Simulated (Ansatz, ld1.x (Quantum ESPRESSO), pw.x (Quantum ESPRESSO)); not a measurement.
# phosphorus: does the RRKJ potential hold in the solid?

```json
{"Element": "phosphorus", "Generator": "ld1.x (Quantum ESPRESSO) 7.5", "Type": "norm-conserving RRKJ (Kleinman–Bylander form)", "Functional": "PBE", "Relativity": "scalar-relativistic", "Frozen core": "[Ne]", "Valence charge": "5", "Reference configuration": "3s2 3p3", "Partial waves": "3s (bound): rc 1.65 bohr; 3p (bound): rc 1.65 bohr; 3d channel at 0.15 Ry: rc 1.75 bohr", "Local potential": "all-electron potential smoothed inside 1.25 bohr (lloc = -2)", "Core correction": "none", "rho0": "0.01"}
```

Crystal test: bcc P in pw.x 7.5, no spin, 15³ k-points, Fermi–Dirac smearing 0.01 Ry, cutoffs 70/280 Ry. The lattice is a test structure that the element need not adopt, and mesh and smearing are coarse.

pw.x input:

```
&control
  calculation='scf', prefix='x', pseudo_dir='./', outdir='./tmp', tstress=.true., disk_io='none'
/
&system
  ibrav=0, nat=1, ntyp=1, ecutwfc=70, ecutrho=280, nbnd=9,
  occupations='smearing', smearing='fd', degauss=0.01
/
&electrons
  conv_thr=1e-09, mixing_beta=0.4, electron_maxstep=70
/
ATOMIC_SPECIES
P 1.0 P.UPF
CELL_PARAMETERS angstrom
  -1.52934798 1.52934798 1.52934798
  1.52934798 -1.52934798 1.52934798
  1.52934798 1.52934798 -1.52934798
ATOMIC_POSITIONS crystal
P 0.0000 0.0000 0.0000
K_POINTS automatic
15 15 15 0 0 0
```

```bash
pw.x < P.scf.in > P.scf.out
```

Task: How does the run end?

Result: It converges; the pressure is -0.85 GPa against -0.58 GPa from all-electron LAPW.  The log shows:

```
Message from routine setup:
     using ibrav=0 with symmetry is DISCOURAGED, use correct ibrav instead
     lattice parameter (alat)  =       5.0057  a.u.
     unit-cell volume          =      96.5552 (a.u.)^3
     number of electrons       =         5.00
     number of Kohn-Sham states=            9
     kinetic-energy cutoff     =      70.0000  Ry
     charge density cutoff     =     280.0000  Ry
     scf convergence threshold =      1.0E-09
     Exchange-correlation= PBE
     number of k points=   120  Fermi-Dirac smearing, width (Ry)=  0.0100
     iteration #  1     ecut=    70.00 Ry     beta= 0.40
     total energy              =     -13.14293585 Ry
     estimated scf accuracy    <       0.00202825 Ry
     iteration #  2     ecut=    70.00 Ry     beta= 0.40
     total energy              =     -13.14290166 Ry
     estimated scf accuracy    <       0.00062851 Ry
     iteration #  3     ecut=    70.00 Ry     beta= 0.40
     total energy              =     -13.14293374 Ry
     estimated scf accuracy    <       0.00000821 Ry
     iteration #  4     ecut=    70.00 Ry     beta= 0.40
     total energy              =     -13.14293427 Ry
     estimated scf accuracy    <          9.9E-09 Ry
     iteration #  5     ecut=    70.00 Ry     beta= 0.40
     the Fermi energy is    11.2569 ev
!    total energy              =     -13.14293429 Ry
     estimated scf accuracy    <          7.3E-10 Ry
     smearing contrib. (-TS)   =      -0.00214835 Ry
     The total energy is F=E-TS. E is the sum of the following terms:
     one-electron contribution =       5.76602564 Ry
     hartree contribution      =       0.21014444 Ry
     xc contribution           =      -3.37659287 Ry
     ewald contribution        =     -15.74036315 Ry
     convergence has been achieved in   5 iterations
          total   stress  (Ry/bohr**3)                   (kbar)     P=       -8.46
     Message from routine punch:
     Nothing written, as per user request (disk_io='none')
```
